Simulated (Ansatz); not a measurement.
Crystal: InSe.

```
CELL_PARAMETERS angstrom
2.00000 1.15470 8.44000
-2.00000 1.15470 8.44000
0.00000 -2.30940 8.44000
ATOMIC_POSITIONS crystal
In 0.88860 0.88860 0.88860
In 0.00000 0.00000 0.00000
Se 0.17190 0.17190 0.17190
Se 0.38350 0.38350 0.38350
```

Base run:

```yaml
Program: Ansatz 0.2.0
Functional: PBE
Potentials_or_basis: Ansatz PAW
Cutoff: 800 eV
Density_cutoff: 3200 eV
k_mesh: 8 × 8 × 8
Occupations: fermi-dirac, width 0.05 eV
Spin: no spin polarisation
```

Its results: band gap on the k mesh 0.44 eV, direct; pressure 2.7 GPa; largest force 0.364 eV/Å.

Task: The run is repeated on the same cell with these changes: functional from PBE to LDA; cutoff from 800 eV to 420 eV (not typed: the program's choice for these potentials); spin from no spin polarisation to spin-orbit coupling, no magnetisation; potential files from those of the base run to others of the same set. What comes out?

Result: Band gap on the k mesh 0.19 eV, direct; pressure -1.5 GPa; largest force 0.241 eV/Å.

Several settings changed at once, so the effect can't be laid on one alone.

Caveats: spin-orbit coupling is left out, which moves the levels of the heavy elements (some runs); the PAW data sets come from PBE, with cores solved anew for the run's functional, which leaves a small shift of forces and pressure (some runs).
